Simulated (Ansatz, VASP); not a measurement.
## Two plane-wave programs on ZrSi6

```
Zr Si
1.0
     5.25157    0.00000    0.00000
    -2.62579    4.54799    0.00000
     0.00000    0.00000    5.55923
Zr Si
1 6
Cartesian
  0.0000 0.0000 0.0000
  -0.9085 3.5565 0.0000
  0.0000 1.9830 0.0000
  0.9085 3.5565 0.0000
  3.5343 0.9915 0.0000
  2.6258 2.5650 0.0000
  1.7173 0.9915 0.0000
```

Alike in both runs: task single point; functional PBE; k mesh 6 × 6 × 4; occupations gaussian, width 0.1 eV; no spin polarisation.

```csv
,VASP,Ansatz
version,VASP 6.6.1,Ansatz 0.2.0
potentials or method,"VASP PAW PBE potentials, release 64 (Zr_sv, Si)","scalar-relativistic, plane waves, PAW"
plane-wave cutoff (eV),520,420
valence electrons in the cell,36,36
```

|  | VASP | Ansatz | Ansatz less VASP |
| --- | --- | --- | --- |
| gap on the k mesh at the Fermi level (eV) | none | none | - |
| rms of the force components (eV/Å) | 2.992 | 3.086 | +0.0934 |

Atom by atom the forces differ by 0.093 eV/Å (rms over components). A gap of «none» marks a metal or a gap that the smearing closes. With one functional, cell and mesh, what is left measures potentials, basis and numerics.

Caveats: forces of over 1 eV/Å show positions far from the minimum, so gaps and moduli don't describe the material at rest.
